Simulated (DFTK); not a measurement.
# Rh: single point with PBEsol

Rh:

```
Rh
1.0
     0.00000    1.89785    1.89785
     1.89785    0.00000    1.89785
     1.89785    1.89785    0.00000
Rh
1
Direct
  0.00000 0.00000 0.00000
```

| Item | Value |
| --- | --- |
| Program | DFTK 0.8.2 |
| Task | single point |
| Functional | PBEsol |
| Potentials or basis | dojo.nc.sr.pbesol.v0_4_1.standard.upf (PBEsol) |
| Cutoff | 1197 eV |
| k mesh | 12 × 12 × 12 |
| Occupations | fermi-dirac, width 0.05 eV |
| Spin | no spin polarisation |

```
Pressure               : -3.4 GPa
Band gap on the k mesh : none (metal or under the smearing width)
```

Levels at points of the mesh, in eV from the Fermi level:
```tsv
k point	band 6	band 7	band 8	band 9	band 10	band 11
(0.00, 0.00, 0.00)	-3.15	-3.15	-3.15	-1.02	-1.02	16.09
(-0.50, 0.00, 0.00)	-3.22	-3.22	0.56	0.56	0.62	8.62
(-0.50, -0.50, 0.00)	-6.06	0.54	0.98	0.98	3.17	12.26
```

Run time: 110 s on 1 thread of AMD EPYC 7R43 64-Core Processor (Zen 3), on a shared host, peak memory 1.6 GiB.
